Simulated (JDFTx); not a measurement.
Ag:

```
CELL_PARAMETERS angstrom
0.00000 2.04275 2.04275
2.04275 0.00000 2.04275
2.04275 2.04275 0.00000
ATOMIC_POSITIONS crystal
Ag 0.00000 0.00000 0.00000
```

* Program: JDFTx 1.7.0 (patched build)
* Task: relaxation of cell and atoms
* Functional: PBE
* Potentials or basis: PseudoDojo-SR-PBE-0.5-stringent with smoothed tails
* Cutoff: 1116 eV
* Density cutoff: 4463 eV
* k mesh: 11 × 11 × 11
* Occupations: fermi-dirac, width 0.05 eV
* Spin: no spin polarisation

At the start: pressure 4.2 GPa; volume 17.05 Å³/atom.

Q: Where does the relaxation end?

A: Over 6 steps the energy falls by 8.5 meV/atom and the volume is 17.72 Å³/atom (+4.0 %); space group Fm-3m (No. 225, to 0.05 Å).

Step by step:
```
step  energy change (eV)  largest force (eV/Å)  pressure (GPa)  volume (Å³)
   1              0.0000                0.0000            4.22        17.05
   2             -0.0026                0.0000            3.48        17.16
   3             -0.0085                0.0000            0.34        17.66
   4             -0.0085                0.0000            0.04        17.72
   5             -0.0085                0.0000            0.01        17.72
   6             -0.0085                0.0000           -0.01        17.72
```

Final structure:
```
Ag
1.0
     0.00000    2.06943    2.06943
     2.06943    0.00000    2.06943
     2.06943    2.06943    0.00000
Ag
1
Direct
  0.00000 0.00000 0.00000
```
